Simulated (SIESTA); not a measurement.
**Nb: relaxation of cell and atoms with PBEGcGxLO**

The system is Nb.

```
CELL_PARAMETERS angstrom
-1.65419 1.62008 1.63387
1.68846 -1.63200 1.68006
1.69245 1.67026 -1.64578
ATOMIC_POSITIONS crystal
Nb 0.98125 0.00742 0.95959
```

The cell isn't the ideal one: cell strained at random at fixed volume.

```yaml
Program: SIESTA 5.4.2
Task: relaxation of cell and atoms
Functional: PBEGcGxLO
Potentials_or_basis: PseudoDojo 0.4 standard (PBEsol files, fully relativistic)
Basis: TZP (energy shift 0.005 Ry)
Grid_cutoff: 350 Ry
Energy_shift: 0.005 Ry
k_mesh: 8 × 8 × 8
Occupations: fermi-dirac, width 0.05 eV
Spin: non-collinear spin, ferromagnetic start, spin-orbit coupling
Starting_moments: "[[0.5, 0.0, 0.0]] μB"
optimiser: CG
force_tolerance: 0.04 eV/Å
Pp_xc: pbesol
```

```yaml
Relaxed_volume: 17.45 Å³/atom
Relaxed_cell: a = 2.831 Å, b = 2.830 Å, c = 2.830 Å, α = 109.47°, β = 109.45°, γ = 109.51°
Space_group_after_relaxing_to_0.05_Å: Im-3m (No. 229)
Energy_gained_by_relaxing: 36.2 meV/atom
Ionic_steps: 12
Pressure_after_relaxing: 0.0 GPa
Band_gap_on_the_k_mesh: none (metal or under the smearing width)
Net_moment: 0.00 μB per cell
```

Stress tensor (GPa, compression positive):
```
 0.00  0.02  0.01
 0.02 -0.04 -0.02
 0.01 -0.02  0.09
```

The path:
```csv
step,energy change (eV),largest force (eV/Å),pressure (GPa),volume (Å³)
1,0.0000,0.0025,-9.59,18.43
2,-0.0280,0.0014,-3.93,17.81
3,-0.0271,0.0032,5.35,16.98
4,-0.0336,0.0009,0.21,17.42
5,-0.0344,0.0032,-0.23,17.47
6,-0.0355,0.0016,-0.08,17.45
7,-0.0353,0.0020,1.32,17.33
8,-0.0358,0.0016,0.37,17.41
9,-0.0362,0.0007,-0.10,17.46
10,-0.0361,0.0008,-0.10,17.46
11,-0.0361,0.0007,0.21,17.43
12,-0.0362,0.0008,0.02,17.45
```

Final structure:
```cif
data_structure
_symmetry_space_group_name_H-M 'P 1'
_symmetry_Int_Tables_number 1
_cell_length_a 2.8309
_cell_length_b 2.8295
_cell_length_c 2.8297
_cell_angle_alpha 109.466
_cell_angle_beta 109.450
_cell_angle_gamma 109.510
_cell_volume 17.45
loop_
_atom_site_label
_atom_site_type_symbol
_atom_site_fract_x
_atom_site_fract_y
_atom_site_fract_z
_atom_site_occupancy
Nb1 Nb 0.97914 0.00889 0.95796 1
```

Moments on the atoms (μB; x, y, z):
```
Nb  0.00 0.00 0.00
```

Wall time 7.5 min on 1 thread of Arm Neoverse V2, with other jobs on the host, peak memory 0.25 GiB.

Caveat: semicore shells carry a single zeta, which can move pressures by several GPa and volumes by a few percent; the potentials were made for another functional, which shifts forces and pressure; the basis of atomic orbitals isn't converged, which shifts pressures, moduli and gaps.
